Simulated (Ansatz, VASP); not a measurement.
One calculation of NaF, two programs

```
Na F
1.0
     0.00000    2.32330    2.32330
     2.32330    0.00000    2.32330
     2.32330    2.32330    0.00000
Na F
1 1
Direct
  0.00000 0.00000 0.00000
  0.50000 0.50000 0.50000
```

Alike in both runs: task single point; functional PBE; k mesh 15 × 15 × 15; occupations fermi-dirac, width 0.03 eV; no spin polarisation.

```csv
,VASP,Ansatz
version,VASP 6.6.1,Ansatz 0.2.0
potentials or method,"VASP PAW PBE potentials, release 64 (Na_pv, F), cutoff 520 eV","all-electron LAPW, scalar-relativistic"
```

|  | VASP | Ansatz | Ansatz less VASP |
| --- | --- | --- | --- |
| gap on the k mesh at the Fermi level (eV) | 6.26 | 6.27 | +0.011 |
| pressure (GPa) | 1.6 | 1.7 | +0.14 |

Ansatz ran all-electron here, so the differences hold the error of VASP's frozen core and of both bases.

Caveats: an odd mesh through Γ misses points on the zone boundary, where band edges often lie.
